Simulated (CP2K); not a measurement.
# Sn in CP2K: convergence with eps eigval

Input of the first run (eps eigval 1.0E-2); the others differ in this setting and in those tied to it:

The input sn_converge.inp:

```
&GLOBAL
  PROJECT sn_converge
  RUN_TYPE ENERGY_FORCE
  PRINT_LEVEL LOW
&END GLOBAL
&FORCE_EVAL
  METHOD QS
  STRESS_TENSOR ANALYTICAL
  &DFT
    BASIS_SET_FILE_NAME BASIS_MOLOPT_UZH
    POTENTIAL_FILE_NAME POTENTIAL_UZH
    &MGRID
      CUTOFF 450
      REL_CUTOFF 60
      NGRIDS 4
    &END MGRID
    &QS
      METHOD GPW
      EPS_DEFAULT 1.0E-9
    &END QS
    &KPOINTS
      SCHEME MONKHORST-PACK 6 6 6
      GAMMA_CENTERED T
      SYMMETRY T
      SYMMETRY_BACKEND SPGLIB
    &END KPOINTS
    &SCF
      SCF_GUESS ATOMIC
      EPS_SCF 1.0E-6
      MAX_SCF 100
      ADDED_MOS 10
      CHOLESKY OFF
      EPS_EIGVAL 1.0E-2
      &DIAGONALIZATION ON
        ALGORITHM STANDARD
      &END DIAGONALIZATION
      &MIXING ON
        METHOD BROYDEN_MIXING
        ALPHA 0.4
        BETA 1.5
        NBUFFER 8
      &END MIXING
      &SMEAR ON
        METHOD FERMI_DIRAC
        ELECTRONIC_TEMPERATURE [K] 580.226
      &END SMEAR
    &END SCF
    &XC
      &XC_FUNCTIONAL
        &GGA_X_RPBE
        &END GGA_X_RPBE
        &GGA_C_PBE
        &END GGA_C_PBE
      &END XC_FUNCTIONAL
    &END XC
    &PRINT
      &KPOINTS ON
      &END KPOINTS
      &MULLIKEN ON
      &END MULLIKEN
      &MO ON
        ENERGIES T
        OCCUPATION_NUMBERS T
        &EACH
          QS_SCF 0
        &END EACH
        ADD_LAST NUMERIC
      &END MO
    &END PRINT
  &END DFT
  &SUBSYS
    &CELL
      ABC 4.5726372396 4.5726372396 4.5726372396
      ALPHA_BETA_GAMMA 59.9999999996 59.9999999997 60.0000000001
      PERIODIC XYZ
    &END CELL
    &COORD
      SCALED
      Sn  0.7531590000 0.7464390000 0.7500270000
      Sn  0.5033660000 0.4970660000 0.4943500000
    &END COORD
    &KIND Sn
      BASIS_SET DZVP-MOLOPT-PBE-GTH-q4
      POTENTIAL GTH-PBE-q4
    &END KIND
    &PRINT
      &ATOMIC_COORDINATES ON
      &END ATOMIC_COORDINATES
      &CELL ON
      &END CELL
    &END PRINT
  &END SUBSYS
  &PRINT
    &FORCES ON
    &END FORCES
    &STRESS_TENSOR ON
    &END STRESS_TENSOR
  &END PRINT
&END FORCE_EVAL
```

Potentials or basis: POTENTIAL_UZH Sn GTH-PBE-q4; DZVP-MOLOPT-PBE-GTH basis.

Run with:

```bash
$ OMP_NUM_THREADS=1 cp2k.psmp -i sn_converge.inp -o sn_converge.out
```

The cell isn't the ideal one: atoms moved at random, drawn with an rms of 0.02 Å.

This isn't the form of Sn at room conditions, which is tetragonal (white tin).

Hardware: 1 thread of Intel(R) Xeon(R) Processor @ 2.70GHz (shared host).

```csv
eps eigval,"energy less the tightest run, at zero smearing (meV/atom)",pressure (GPa),largest force (eV/Å),SCF cycles,CPU time (s),peak memory (GiB)
1.0E-2,15.05,4.37,0.181,13,32,0.34
1.0E-3,0.00,4.66,0.194,13,43,0.34
1.0E-4,0.00,4.66,0.194,13,39,0.34
1.0E-5,0.00,4.66,0.194,13,41,0.34
1.0E-6,0.00,4.66,0.194,13,30,0.34
1.0E-8,0.00,4.66,0.194,13,41,0.34
```

Against the tightest run, the energy stays within 1 meV/atom from 1.0E-3 on; the pressure stays within 0.1 GPa from 1.0E-3 on; the largest force stays within 0.005 eV/Å from 1.0E-3 on. The tightest run that finished is the yardstick and may itself not be fully converged.

Caveat, for the tightest run too: the potentials were made for another functional, which shifts forces and pressure; the basis of atomic orbitals isn't converged, which shifts pressures, moduli and gaps.
